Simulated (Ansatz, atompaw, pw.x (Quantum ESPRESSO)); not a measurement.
Equation-of-state test of one PAW (atompaw) potential (molybdenum (Mo))

atompaw 4.2.0.5 input, output lines left out:

```
Mo 42
GGA-PBESOL scalarrelativistic loggrid 1500 logderivrange -7 5 301
5 5 4 0 0 0
5 0 1
5 1 0
4 2 5
0 0 0
c
c
c
v
v
c
c
v
v
c
v
2
2.80 2.65 2.05 2.40
n
n
y
1.41
n
custom polynom vanderbiltortho besselshape
3 -0.5 vpsmatchnc
1.65
2.80
1.90
2.80
2.80
2.80
```

Atomic tests: cutoffs needed: 25 Ry and 40 Ry (the cutoffs (Ry, on a coarse ladder) from which the occupation-weighted sum of valence levels, in a spherical-Bessel basis at the reference potential, stays within 10 and 1 mRy of its value at 400 Ry); ghost test: no extra level below or beside the all-electron valence levels (s, p, d, f tested) (spherical-Bessel basis up to 400 Ry, 20 bohr box); lowest eigenvalue of the overlap operator: 0.39 (s channel).

Crystal test: bcc Mo in pw.x 7.5, no spin, 15³ k-points, Fermi–Dirac smearing 0.01 Ry, cutoffs 50/500 Ry. The reference is all-electron LAPW (Ansatz 0.2.0) with the same functional, mesh and smearing; V0 and B0 come from Birch–Murnaghan fits to the pressures at five volumes. Errors are pseudo minus all-electron; Δ is the rms difference of the E(V) curves that follow from these fits, minima aligned, over ±6 % about the mean V0. Mesh and smearing are coarse, so the numbers serve the comparison and aren't converged zero-temperature values; the lattice is a test structure that the element need not adopt.

All-electron: a0 = 3.131 Å (V0 = 15.34 Å³/atom), B0 = 279.7 GPa.

How far does the potential miss the all-electron equation of state?

mean pressure error (GPa): -2.65; a0 (Å): 3.121; a0 error (%): -0.32; B0 error (%): +0.3; Δ (meV/atom): 8.9. The largest radius (2.80 bohr) exceeds half the bond length (2.56 bohr), so the spheres overlap, which is one possible source of error among others.

| V (Å³/atom) | P all-electron (GPa) | P pseudo (GPa) |
| --- | --- | --- |
| 14.561 | 16.26 | 13.08 |
| 14.944 | 7.74 | 4.86 |
| 15.327 | 0.24 | -2.37 |
| 15.710 | -6.34 | -8.74 |
| 16.093 | -12.13 | -14.31 |

At the middle volume, how do free energy and pressure move when the wave cutoff is lowered (ecutrho held at 500 Ry)?

| cutoff (Ry) | shift of F (meV/atom) | shift of P (GPa) |
| --- | --- | --- |
| 22 | +167.0 | -0.33 |
| 30 | +89.9 | -2.85 |
| 40 | +5.9 | -0.43 |

Input at the middle volume:

```
&control
  calculation='scf', prefix='x', pseudo_dir='./', outdir='./tmp', tstress=.true., disk_io='none'
/
&system
  ibrav=0, nat=1, ntyp=1, ecutwfc=50, ecutrho=500, nbnd=15,
  occupations='smearing', smearing='fd', degauss=0.01
/
&electrons
  conv_thr=1e-09, mixing_beta=0.4, electron_maxstep=70
/
ATOMIC_SPECIES
Mo 1.0 Mo.UPF
CELL_PARAMETERS angstrom
  -1.56482481 1.56482481 1.56482481
  1.56482481 -1.56482481 1.56482481
  1.56482481 1.56482481 -1.56482481
ATOMIC_POSITIONS crystal
Mo 0.0000 0.0000 0.0000
K_POINTS automatic
15 15 15 0 0 0
```

```bash
pw.x < Mo.scf.in > Mo.scf.out
```

Lines of the output:

```
Message from routine setup:
     using ibrav=0 with symmetry is DISCOURAGED, use correct ibrav instead
     lattice parameter (alat)  =       5.1218  a.u.
     unit-cell volume          =     103.4317 (a.u.)^3
     number of electrons       =        14.00
     number of Kohn-Sham states=           15
     kinetic-energy cutoff     =      50.0000  Ry
     charge density cutoff     =     500.0000  Ry
     scf convergence threshold =      1.0E-09
     Exchange-correlation= SLA PW PSX PSC
     number of k points=   120  Fermi-Dirac smearing, width (Ry)=  0.0100
     iteration #  1     ecut=    50.00 Ry     beta= 0.40
     total energy              =    -359.55431252 Ry
     estimated scf accuracy    <       0.14745077 Ry
     iteration #  2     ecut=    50.00 Ry     beta= 0.40
     total energy              =    -359.56294750 Ry
     estimated scf accuracy    <       0.01472912 Ry
     iteration #  3     ecut=    50.00 Ry     beta= 0.40
     total energy              =    -359.56545027 Ry
     estimated scf accuracy    <       0.00029662 Ry
     iteration #  4     ecut=    50.00 Ry     beta= 0.40
     total energy              =    -359.56563428 Ry
     estimated scf accuracy    <       0.00002759 Ry
     iteration #  5     ecut=    50.00 Ry     beta= 0.40
     total energy              =    -359.56563736 Ry
     estimated scf accuracy    <       0.00000193 Ry
     iteration #  6     ecut=    50.00 Ry     beta= 0.40
     total energy              =    -359.56563922 Ry
     estimated scf accuracy    <       0.00000021 Ry
     iteration #  7     ecut=    50.00 Ry     beta= 0.40
     total energy              =    -359.56563927 Ry
     estimated scf accuracy    <       0.00000001 Ry
     iteration #  8     ecut=    50.00 Ry     beta= 0.40
     the Fermi energy is    21.3357 ev
!    total energy              =    -359.56563928 Ry
     estimated scf accuracy    <          2.4E-10 Ry
     smearing contrib. (-TS)   =      -0.00301979 Ry
     The total energy is F=E-TS. E is the sum of the following terms:
     one-electron contribution =     -13.53471932 Ry
     hartree contribution      =      19.10068760 Ry
     xc contribution           =     -15.65222192 Ry
     ewald contribution        =    -120.60669069 Ry
     one-center paw contrib.   =    -228.86967516 Ry
     convergence has been achieved in   8 iterations
          total   stress  (Ry/bohr**3)                   (kbar)     P=      -23.71
     Message from routine punch:
     Nothing written, as per user request (disk_io='none')
```

The run at the middle volume (120 k-points, 8 iterations) took about 12 s on one core of a shared host (Intel(R) Xeon(R) 6975P-C, 192 threads, 378 GiB, load 68).
